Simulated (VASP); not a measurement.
# WS2 in VASP: reference runs, part 2 of 2

VASP 6.6.1.

**7. Equation of state, PBEsol, 26.75 Å³/atom (volume scaled by 1.04)**

File INCAR:

```
SYSTEM = WS2
PREC = Accurate ; ENCUT = 520
EDIFF = 1E-7 ; ISMEAR = -1
SIGMA = 0.05 ; LREAL = .FALSE.
LASPH = .TRUE. ; NELM = 60
ALGO = Normal ; ISIF = 2
LWAVE = .FALSE. ; LCHARG = .FALSE.
GGA = PS ; NBANDS = 64
KPAR = 4
```

File KPOINTS:

```
Automatic mesh
0
G
  10 10 1
  0 0 0
```

File POSCAR:

```
WS2
1.0
    3.2250105495      0.0000000000      0.0000000000
   -1.6125052748      2.7929410634      0.0000000000
    0.0000000000      0.0000000000     35.6435133822
W S
4 8
Direct
    0.3333333333      0.6666666667      0.5923166100
    0.3333333333      0.6666666667      0.2234000000
    0.6666666667      0.3333333333      0.7766000000
    0.6666666667      0.3333333333      0.4076833900
    0.3333333333      0.6666666667      0.8211496400
    0.3333333333      0.6666666667      0.4520236900
    0.6666666667      0.3333333333      0.6366210700
    0.6666666667      0.3333333333      0.2677418400
    0.3333333333      0.6666666667      0.7322581600
    0.3333333333      0.6666666667      0.3633789300
    0.6666666667      0.3333333333      0.5479763100
    0.6666666667      0.3333333333      0.1788503600
```

Potentials or basis: VASP PAW PBE potentials, release 64 (W_sv, S).

Launch:

```console
> cat potpaw_PBE.64/W_sv/POTCAR potpaw_PBE.64/S/POTCAR > POTCAR
> mpirun -np 4 vasp_std > vasp.out
```

OUTCAR:

```text
SYSTEM = WS2
   PREC = Accurate
   ENCUT = 520
   EDIFF = 1E-7
   ISMEAR = -1
   LREAL = .FALSE.
   LASPH = .TRUE.
   NELM = 60
   ISIF = 2
   GGA = PS

 Found     14 irreducible k-points:

 Following reciprocal coordinates:
            Coordinates               Weight
  0.000000  0.000000  0.000000      1.000000
  0.100000  0.000000  0.000000      6.000000
  0.200000  0.000000  0.000000      6.000000
  0.300000  0.000000  0.000000      6.000000
  0.400000  0.000000  0.000000      6.000000
  0.500000  0.000000  0.000000      3.000000
   k-points           NKPTS =     14   k-points in BZ     NKDIM =     14   number of bands    NBANDS=     64
   number of dos      NEDOS =    301   number of ions     NIONS =     12
   total plane-waves  NPLWV = 155520
   dimension x,y,z NGX =    24 NGY =   24 NGZ =  270
   dimension x,y,z NGXF=    48 NGYF=   48 NGZF=  540
   ions per type =               4   8
   NGX,Y,Z   is equivalent  to a cutoff of  12.37, 12.37, 12.59 a.u.
   NGXF,Y,Z  is equivalent  to a cutoff of  24.74, 24.74, 25.19 a.u.
 SYSTEM =  WS2
[... 465 lines left out ...]
     64       6.7331      0.00000

 [... further k-points ...]

------------------------ aborting loop because EDIFF is reached ----------------------------------------

  FORCE on cell =-STRESS in cart. coord.  units (eV):
  Direction    XX          YY          ZZ          XY          YZ          ZX
  --------------------------------------------------------------------------------------
  -------------------------------------------------------------------------------------
  Total      -12.9221142    -12.9221142    -10.3757533      0.0000000     -0.0000000     -0.0000000
  in kB      -64.4867874    -64.4867874    -51.7793748      0.0000000     -0.0000000     -0.0000000
  external PRESSURE =     -60.2509832 kB  Pullay stress =       0.0000000 kB

 VOLUME and BASIS-vectors are now :
 -----------------------------------------------------------------------------
  energy-cutoff  :      520.00
  volume of cell :      321.05
      direct lattice vectors                 reciprocal lattice vectors
     3.225010549  0.000000000  0.000000000     0.310076505  0.179022754  0.000000000
    -1.612505275  2.792941063  0.000000000     0.000000000  0.358045507  0.000000000
     0.000000000  0.000000000 35.643513382     0.000000000  0.000000000  0.028055596

 POSITION                                       TOTAL-FORCE (eV/Angst)
 -----------------------------------------------------------------------------------
     -0.00000      1.86196     21.11225        -0.000000      0.000000     -0.018851
     -0.00000      1.86196      7.96276        -0.000000      0.000000     -0.116251
      1.61251      0.93098     27.68075        -0.000000     -0.000000      0.116251
      1.61251      0.93098     14.53127         0.000000     -0.000000      0.018851
     -0.00000      1.86196     29.26866        -0.000000     -0.000000     -0.891656
     -0.00000      1.86196     16.11171        -0.000000     -0.000000     -0.738383
      1.61251      0.93098     22.69141         0.000000     -0.000000     -0.719931
      1.61251      0.93098      9.54326        -0.000000      0.000000     -0.753793
     -0.00000      1.86196     26.10025         0.000000     -0.000000      0.753793
     -0.00000      1.86196     12.95210        -0.000000      0.000000      0.719931
      1.61251      0.93098     19.53180         0.000000      0.000000      0.738383
      1.61251      0.93098      6.37486         0.000000      0.000000      0.891656
 -----------------------------------------------------------------------------------
    total drift:                                0.000000     -0.000000      0.000000

  FREE ENERGIE OF THE ION-ELECTRON SYSTEM (eV)
  ---------------------------------------------------
  free  energy   TOTEN  =      -100.7034278043 eV

  energy  without entropy=     -100.7034276813  energy(sigma->0) =     -100.70342774
```

It took 2.5 min on 4 MPI ranks of Intel Xeon Platinum 8559C (Emerald Rapids), shared host; peak memory 0.53 GiB.

What came out:

- Free energy: -100.7034 eV
- Largest force: 0.892 eV/Å
- Band gap on the k mesh: 1.40 eV, indirect (least direct gap 1.99 eV)

Caveat: the PAW data sets were made with another functional, which shifts forces and pressure a little; spin-orbit coupling is left out, which moves the levels of the heavy elements.

**8. Equation of state, PBEsol, 27.27 Å³/atom (volume scaled by 1.06)**

INCAR is that of step 7.

KPOINTS is that of step 7.

Edit POSCAR of step 7 so:

```diff
@@ -2,5 +2,5 @@
 1.0
-    3.2250105495      0.0000000000      0.0000000000
-   -1.6125052748      2.7929410634      0.0000000000
-    0.0000000000      0.0000000000     35.6435133822
+    3.2455525718      0.0000000000      0.0000000000
+   -1.6227762859      2.8107309765      0.0000000000
+    0.0000000000      0.0000000000     35.8705482510
 W S
```

Launch:

```console
> cat potpaw_PBE.64/W_sv/POTCAR potpaw_PBE.64/S/POTCAR > POTCAR
> mpirun -np 4 vasp_std > vasp.out
```

Run time: 2.5 min. Hardware: 4 MPI ranks of Intel Xeon Platinum 8559C (Emerald Rapids), shared host; peak memory 0.52 GiB.

It converged, with:

- Free energy: -100.4408 eV
- Largest force: 1.180 eV/Å
- Band gap on the k mesh: 1.40 eV, indirect (least direct gap 1.94 eV)

Caveat: the PAW data sets were made with another functional, which shifts forces and pressure a little; spin-orbit coupling is left out, which moves the levels of the heavy elements.

**9. Equation of state, PBEsol**

Potentials or basis: VASP PAW PBE potentials, release 64 (W_sv, S).

This step only gathers the single runs of the series.

Results:

- Equilibrium volume: 25.26 Å³/atom
- Bulk modulus at fixed shape and positions: 118 GPa
- Pressure derivative of the bulk modulus: 4.4

Energy against volume, from the lowest point:
```tsv
volume (Å³/atom)	energy (meV/atom)
24.182	18.27
24.696	4.79
25.211	0.00
25.725	3.01
26.240	13.02
26.754	29.30
27.269	51.19
```

Caveat: the cell was scaled at fixed shape and fractional positions, which overstates the stiffness of a crystal with free parameters, most of all of layers and chains; the PAW data sets were made with another functional, which shifts forces and pressure a little. Spin-orbit coupling is left out, which matters for the levels of W.
